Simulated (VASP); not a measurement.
# GaN: cell size against the level of theory, part 2 of 3

Which functional gives the lattice of GaN as experiment finds it, and is a dearer one worth its cost? LASPH is on for some levels and off for others; the table marks which. The start is a cell from a database of measured crystal structures.

VASP 6.6.1, plane waves and PAW; the level of theory is named at each step.

So far. Step 2 (Relaxation with PBE): It ends with a largest force of 0.004 eV/Å and a pressure of 0.08 GPa. The volume lies +2.0 % from that of the database's start. The conventional cell has a = 3.218 and c = 5.242 Å.

The database entry behind the starting cell differs from later determinations by our own check (thin film, about 0.3 % long), so it need not match the best structure at ambient conditions.

## 3. Relaxation with LDA

This step: LDA; plane waves and PAW (Ga_d, N) (VASP 6.6.1).

LDA, the lowest rung, knows the local density alone.

INCAR

```
SYSTEM = GaN
PREC = Accurate
ENCUT = 560
EDIFF = 1E-06
NELM = 100
ISMEAR = -1
SIGMA = 0.05
LREAL = .FALSE.
ALGO = Normal
GGA = CA
NBANDS = 24
LORBIT = 11
LWAVE = .FALSE.
LCHARG = .FALSE.
KPAR = 2
IBRION = 2
NSW = 60
ISIF = 3
EDIFFG = -0.01
```

POSCAR

```
GaN
1.0
    3.1972000000      0.0000000000      0.0000000000
   -1.5986000000      2.7688564210      0.0000000000
    0.0000000000      0.0000000000      5.2070000000
Ga N
2 2
Direct
    0.6666666667      0.3333333333      0.5912000000
    0.3333333333      0.6666666667      0.0912000000
    0.6666666667      0.3333333333      0.9688000000
    0.3333333333      0.6666666667      0.4688000000
```

KPOINTS

```
Automatic mesh
0
Gamma
8 8 5
0 0 0
```

Potentials, in the order of the species: Ga_d and N (PBE family, release 64).

Launch:

```console
mpirun -np 2 vasp_std
```

Log:

```text
[banner, memory and clock lines left out]
running    2 mpi-ranks, on    1 nodes
 distrk:  each k-point on    1 cores,    2 groups
 distr:  one band on    1 cores,    1 groups

 POSCAR found type information on POSCAR GaN
 POSCAR found :  2 types and       4 ions
|                                                                             |
|               ----> ADVICE to this user running VASP <----                  |
|                                                                             |
|     You enforced a specific xc type in the INCAR file but a different       |
|     [... a line on the potential file left out ...]
|     I HOPE YOU KNOW WHAT YOU ARE DOING!                                     |
|                                                                             |

 LDA part: xc-table for (Slater(with rela. corr.)+CA(PZ))
 , standard interpolation
 POSCAR, INCAR and KPOINTS ok, starting setup
 FFT: planning ... GRIDC
 FFT: planning ... GRID_SOFT
 FFT: planning ... GRID
 WAVECAR not read
 entering main loop
       N       E                     dE             d eps       ncg     rms          rms(c)
DAV:   1     0.278059684719E+03    0.27806E+03   -0.18767E+04  1536   0.289E+03
DAV:   2     0.164442084136E+01   -0.27642E+03   -0.26469E+03  1656   0.525E+02
DAV:   3    -0.307266225181E+02   -0.32371E+02   -0.32085E+02  1680   0.146E+02
DAV:   4    -0.317084381073E+02   -0.98182E+00   -0.97998E+00  1912   0.284E+01
DAV:   5    -0.317228321199E+02   -0.14394E-01   -0.14391E-01  1680   0.301E+00    0.102E+01
DAV:   6    -0.279903625555E+02    0.37325E+01   -0.11748E+01  2528   0.549E+01    0.304E+00
DAV:   7    -0.280411932932E+02   -0.50831E-01   -0.14065E+00  1544   0.950E+00    0.260E+00
DAV:   8    -0.280063225411E+02    0.34871E-01   -0.30312E-01  2464   0.617E+00    0.110E+00
DAV:   9    -0.279812583394E+02    0.25064E-01   -0.92245E-02  2368   0.477E+00    0.357E-01
DAV:  10    -0.279820291113E+02   -0.77077E-03   -0.66122E-03  1616   0.724E-01    0.831E-02
DAV:  11    -0.279818365647E+02    0.19255E-03   -0.14440E-03  2272   0.669E-01    0.495E-02
DAV:  12    -0.279818470693E+02   -0.10505E-04   -0.15206E-04  1504   0.920E-02    0.542E-02
DAV:  13    -0.279818391583E+02    0.79110E-05   -0.15068E-05  2224   0.292E-02    0.273E-02
DAV:  14    -0.279818422357E+02   -0.30774E-05   -0.52851E-05  2360   0.712E-02    0.393E-02
DAV:  15    -0.279818391702E+02    0.30654E-05   -0.66770E-06  1592   0.246E-02    0.252E-02
DAV:  16    -0.279818374771E+02    0.16931E-05   -0.27655E-06  1440   0.123E-02    0.117E-02
DAV:  17    -0.279818370534E+02    0.42375E-06   -0.14499E-06  1024   0.800E-03
   1 F= -.27981837E+02 E0= -.27981837E+02  d E =-.279818E+02
 curvature:   0.00 expect dE= 0.000E+00 dE for cont linesearch  0.000E+00
 trial: gam= 0.00000 g(F)=  0.526E-03 g(S)=  0.158E+00 ort = 0.000E+00 (trialstep = 0.100E+01)
 search vector abs. value=  0.159E+00
 bond charge predicted
       N       E                     dE             d eps       ncg     rms          rms(c)
DAV:   1    -0.297234861673E+02   -0.17416E+01   -0.22622E+01  1776   0.101E+02    0.820E+00
DAV:   2    -0.283582678171E+02    0.13652E+01   -0.33048E+00  1888   0.493E+01    0.365E+00
DAV:   3    -0.280233817914E+02    0.33489E+00   -0.55074E-01  2304   0.143E+01    0.916E-01
DAV:   4    -0.280057577310E+02    0.17624E-01   -0.79736E-02  1608   0.261E+00    0.641E-01
DAV:   5    -0.279843891945E+02    0.21369E-01   -0.18588E-02  2376   0.158E+00    0.110E-01
DAV:   6    -0.279839884063E+02    0.40079E-03   -0.41105E-03  1568   0.669E-01    0.583E-02
DAV:   7    -0.279839797508E+02    0.86555E-05   -0.13227E-04  2184   0.945E-02    0.508E-02
DAV:   8    -0.279839790978E+02    0.65304E-06   -0.96609E-06  1992   0.607E-02
   2 F= -.27983979E+02 E0= -.27983979E+02  d E =-.214204E-02
[...]
3 F= -.28023834E+02 E0= -.28023834E+02  d E =-.419972E-01
[...]
4 F= -.28023831E+02 E0= -.28023831E+02  d E =-.419943E-01
[...]
5 F= -.28023933E+02 E0= -.28023933E+02  d E =-.101629E-03
[...]
6 F= -.28023934E+02 E0= -.28023934E+02  d E =-.102878E-03
[...]
7 F= -.28023963E+02 E0= -.28023963E+02  d E =-.283511E-04
 trial-energy change:   -0.000028  1 .order   -0.000026   -0.000095    0.000044
 step:   0.6341(harm=  0.6341)  dis= 0.00018  next Energy=   -28.023967 (dE=-0.326E-04)
 bond charge predicted
       N       E                     dE             d eps       ncg     rms          rms(c)
DAV:   1    -0.280240122693E+02   -0.49567E-04   -0.98898E-04  1912   0.440E-01    0.413E-02
DAV:   2    -0.280239817422E+02    0.30527E-04   -0.10649E-04  1936   0.200E-01    0.219E-02
DAV:   3    -0.280239677794E+02    0.13963E-04   -0.18446E-05  2248   0.818E-02    0.465E-03
DAV:   4    -0.280239674532E+02    0.32613E-06   -0.47043E-06  1448   0.202E-02
   8 F= -.28023967E+02 E0= -.28023967E+02  d E =-.331917E-04
 curvature:  -0.38 expect dE=-0.244E-05 dE for cont linesearch -0.126E-05
 trial: gam=-0.10507 g(F)=  0.248E-06 g(S)=  0.624E-05 ort = 0.202E-04 (trialstep = 0.867E+00)
 search vector abs. value=  0.359E-05
 reached required accuracy - stopping structural energy minimisation
```

Run time: 53 s. Hardware: 2 MPI ranks of Intel Xeon 6975P-C (Granite Rapids), shared host; peak memory 0.34 GiB; 1.7 min of CPU time.

OUTCAR, selected parts (step 3):

```text
 Found     30 irreducible k-points:

   NELECT =      36.0000    total number of electrons

 E-fermi :   6.2771

 k-point     1 :       0.0000    0.0000    0.0000
  band No.  band energies     occupation
    ...
     14       4.2339      2.00000
     15       4.2339      2.00000
     16       5.2651      2.00000
     17       5.3182      2.00000
     18       5.3182      2.00000
     19       7.4373      0.00000
     20       9.6810      0.00000
     21      14.5079      0.00000
     22      15.2124      0.00000
     23      15.2124      0.00000
    ...

 k-point     2 :       0.1250    0.0000    0.0000
  band No.  band energies     occupation
    ...
     14       3.1459      2.00000
     15       3.9079      2.00000
     16       4.1835      2.00000
     17       5.1006      2.00000
     18       5.1715      2.00000
     19       8.4344      0.00000
     20      10.5416      0.00000
     21      13.9213      0.00000
     22      14.4417      0.00000
     23      15.6034      0.00000
    ...

  Total        0.0094835      0.0094835      0.0183809      0.0000000     -0.0000000     -0.0000000
  in kB        0.3428142      0.3428142      0.6644458      0.0000000     -0.0000000     -0.0000000
  external PRESSURE =       0.4500247 kB  Pullay stress =       0.0000000 kB

  energy-cutoff  :      560.00
  volume of cell :       44.32
      direct lattice vectors                 reciprocal lattice vectors
     3.154693620  0.000000000  0.000000000     0.316987993  0.183013103 -0.000000000
    -1.577346810  2.732044817 -0.000000000     0.000000000  0.366026206 -0.000000000
    -0.000000000  0.000000000  5.142489813    -0.000000000  0.000000000  0.194458334

 POSITION                                       TOTAL-FORCE (eV/Angst)
 -----------------------------------------------------------------------------------
      1.57735      0.91068      3.04325         0.000000      0.000000      0.001134
     -0.00000      1.82136      0.47200        -0.000000      0.000000      0.001134
      1.57735      0.91068      4.97904         0.000000     -0.000000     -0.001134
     -0.00000      1.82136      2.40779         0.000000     -0.000000     -0.001134
 -----------------------------------------------------------------------------------
    total drift:                               -0.000001     -0.000001      0.000667

  FREE ENERGIE OF THE ION-ELECTRON SYSTEM (eV)
  ---------------------------------------------------
  free  energy   TOTEN  =       -28.0239674532 eV

  energy  without entropy=      -28.0239674531  energy(sigma->0) =      -28.02396745

 total charge
# of ion       s       p       d       tot
------------------------------------------
    1        0.797   0.934  10.200  11.930
    2        0.797   0.934  10.200  11.930
    3        1.203   2.528   0.000   3.731
    4        1.203   2.528   0.000   3.731
--------------------------------------------------
tot          4.000   6.923  20.399  31.323

[... 9 parts as in an earlier step ...]

[... 5 further parts left out ...]
```

CONTCAR:

```
GaN
   1.00000000000000
     3.1546936204662965    0.0000000000000000    0.0000000000000000
    -1.5773468102331483    2.7320448165000961   -0.0000000000000000
    -0.0000000000000000    0.0000000000000000    5.1424898127212249
  Ga              N
     2     2
Direct
     0.6666666667000030    0.3333333332999970    0.5917847651578879
     0.3333333332999970    0.6666666667000030    0.0917847651578880
     0.6666666667000030    0.3333333332999970    0.9682152348421144
     0.3333333332999970    0.6666666667000030    0.4682152348421142
```

The PAW data sets were made with PBE, though LDA sets exist; this is a small mismatch.

Step by step:

```
step  energy less that of the first step (eV)  largest force (eV/Å)  pressure (GPa)  volume (Å³)
   1                                   0.0000                0.0522           -7.26        46.10
   2                                  -0.0021                0.0043            8.07        42.70
   3                                  -0.0420                0.0318           -0.04        44.33
   4                                  -0.0420                0.0312            0.12        44.29
   5                                  -0.0421                0.0002            0.11        44.30
   6                                  -0.0421                0.0040            0.09        44.30
   7                                  -0.0421                0.0031           -0.10        44.33
   8                                  -0.0421                0.0011            0.04        44.32
```

```
conventional cell, symmetrised  before  after  change
                         a (Å)   3.197  3.155  -1.3 %
                         b (Å)   3.197  3.155  -1.3 %
                         c (Å)   5.207  5.142  -1.2 %
              volume (Å³/atom)   11.52  11.08  -3.8 %
```

Final coordinates:

```xyz
4
Lattice="3.1547 0.0000 0.0000 -1.5773 2.7320 0.0000 0.0000 0.0000 5.1425" Properties=species:S:1:pos:R:3 pbc="T T T"
Ga    1.5773    0.9107    3.0432
Ga    0.0000    1.8214    0.4720
N     1.5773    0.9107    4.9790
N     0.0000    1.8214    2.4078
```

This step gave:

```
free energy (TOTEN)             : -28.02 eV
Fermi energy                    : 6.277 eV
pressure                        : 0.04500 GPa
SCF cycles over all ionic steps : 56
gap on the k-mesh               : 2.119 eV
least direct gap on the k-mesh  : 2.119 eV
```

It ends at 11.08 Å³/atom, -3.8 % from the start, with 0.05 GPa left. The conventional cell has a = 3.155 and c = 5.142 Å.

## 4. Relaxation with r2SCAN

This step: r2SCAN; plane waves and PAW (Ga_d, N) (VASP 6.6.1).

r2SCAN adds the kinetic-energy density, costs more than a GGA and is run with LASPH.

Changes to INCAR since step 3:

```diff
@@ -9,3 +9,4 @@
 ALGO = Normal
-GGA = CA
+METAGGA = R2SCAN
+LASPH = .TRUE.
 NBANDS = 24
```

POSCAR is that of step 3.

KPOINTS is that of step 3.

Launch:

```console
mpirun -np 2 vasp_std
```

Log:

```text
[banner, memory and clock lines left out]
running    2 mpi-ranks, on    1 nodes
[...]
[... a notice as in an earlier step ...]

 LDA part: xc-table for (None), standard interpolation
 POSCAR, INCAR and KPOINTS ok, starting setup
[...]
entering main loop
       N       E                     dE             d eps       ncg     rms          rms(c)
DAV:   1     0.264490137426E+03    0.26449E+03   -0.19293E+04  1528   0.298E+03
DAV:   2    -0.192660203277E+02   -0.28376E+03   -0.27160E+03  1632   0.543E+02
DAV:   3    -0.525810286911E+02   -0.33315E+02   -0.33031E+02  1664   0.150E+02
DAV:   4    -0.536200717535E+02   -0.10390E+01   -0.10369E+01  1912   0.295E+01
[...]
DAV:  12    -0.438220533867E+02   -0.10880E-04   -0.28626E-05  1784   0.894E-02    0.135E-02
DAV:  13    -0.438220492531E+02    0.41336E-05   -0.53924E-06  1784   0.265E-02    0.921E-03
DAV:  14    -0.438220488328E+02    0.42026E-06   -0.40993E-06  1464   0.182E-02
   1 F= -.43822049E+02 E0= -.43822049E+02  d E =-.438220E+02
[... from here on, the cycles between the ionic steps are left out ...]
   2 F= -.43822429E+02 E0= -.43822429E+02  d E =-.379718E-03
   3 F= -.43823898E+02 E0= -.43823898E+02  d E =-.184951E-02
   4 F= -.43823899E+02 E0= -.43823899E+02  d E =-.184977E-02
   5 F= -.43823928E+02 E0= -.43823928E+02  d E =-.298290E-04
 trial-energy change:   -0.000030  1 .order   -0.000028   -0.000043   -0.000014
 step:   1.3318(harm=  1.3318)  dis= 0.00079  next Energy=   -43.823930 (dE=-0.313E-04)
 reached required accuracy - stopping structural energy minimisation
```

The job ended after 3.6 min (2 MPI ranks; peak memory 0.38 GiB; 6.2 min of CPU time).

From OUTCAR (step 4):

```text
  Total       -0.0052908     -0.0052908      0.0072338      0.0000000      0.0000000      0.0000000
  in kB       -0.1853060     -0.1853060      0.2533610      0.0000000      0.0000000      0.0000000
  external PRESSURE =      -0.0390837 kB  Pullay stress =       0.0000000 kB

 POSITION                                       TOTAL-FORCE (eV/Angst)
 -----------------------------------------------------------------------------------
      1.59472      0.92071      3.07162        -0.000000      0.000000      0.004529
     -0.00000      1.84143      0.47535         0.000000     -0.000000      0.004529
      1.59472      0.92071      5.02873        -0.000000     -0.000000     -0.004529
     -0.00000      1.84143      2.43246        -0.000000     -0.000000     -0.004529
 -----------------------------------------------------------------------------------
    total drift:                                0.000001      0.000001     -0.007996

  FREE ENERGIE OF THE ION-ELECTRON SYSTEM (eV)
  ---------------------------------------------------
  free  energy   TOTEN  =       -43.8239284281 eV

  energy  without entropy=      -43.8239284281  energy(sigma->0) =      -43.82392843

[... 2 parts as in an earlier step ...]

[... 2 further parts left out ...]
[key lines of the parts left out:]
E-fermi :   6.0825
```

The PAW data sets were made with PBE, which is usual practice but a small mismatch for other functionals.

(Part 2 of 3 ends here.)

[Lines on the potential files, build, host, timing and source positions are cut from VASP's logs without a mark.]

[Logs are printed without paths, hosts, clocks, repeated set-up lines and the standing remarks that a program may print on its own settings, such as how far it seeks lower states.]

[Hosts, paths, dates, database ids (printed as entryN), source tags and the programs' standing remarks are cut or masked in the printed files.]

[A measured line is paired with the nearest computed mode of its activity, which favours agreement.]
